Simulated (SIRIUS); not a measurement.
Crystal: B.

```xyz
6
Lattice="3.4393 0.0000 0.0000 0.0000 3.4393 0.0000 0.0000 0.0000 3.4393" Properties=species:S:1:pos:R:3 pbc="T T T"
B     0.8598    1.7197    0.0000
B     2.5795    1.7197    0.0000
B     0.0000    0.8598    1.7197
B     0.0000    2.5795    1.7197
B     1.7197    0.0000    0.8598
B     1.7197    0.0000    2.5795
```

The cell was built by a generator and needn't be a form met in nature.

```yaml
Program: SIRIUS 7.10.0
Task: single point
Functional: PBE
Potentials_or_basis: PseudoDojo 0.4.1 PBE standard (scalar relativistic)
Cutoff: 1054 eV
Density_cutoff: 4214 eV
k_mesh: 8 × 8 × 8
Occupations: fermi-dirac, width 0.05 eV
Spin: no spin polarisation
```

On this cell: pressure -0.7 GPa; largest force zero by symmetry; band gap on the k mesh none (metal or under the smearing width).

The same run follows on a disturbed copy (atoms moved at random, drawn with an rms of 0.05 Å):

```
CELL_PARAMETERS angstrom
3.43931 0.00000 0.00000
0.00000 3.43931 0.00000
0.00000 0.00000 3.43931
ATOMIC_POSITIONS crystal
B 0.23127 0.49791 0.99258
B 0.75365 0.50309 0.98759
B 0.98480 0.25383 0.50756
B 0.99504 0.75404 0.50511
B 0.49464 0.98894 0.26061
B 0.49735 0.00163 0.74658
```

What changes?

The energy (extrapolated to zero smearing) moves by +10.2 meV/atom; pressure 0.5 GPa; largest force 1.544 eV/Å; band gap on the k mesh none (metal or under the smearing width).

Forces on the atoms (eV/Å):
```
B    1.523 -0.019  0.062
B   -1.522  0.072 -0.247
B   -0.222 -0.017  0.231
B    0.148 -0.014 -0.044
B   -0.080 -0.325 -0.992
B    0.153  0.304  0.990
```

Stress tensor (GPa, compression positive):
```
 2.41 -0.82  1.33
-0.82 -2.23 -2.02
 1.33 -2.02  1.25
```
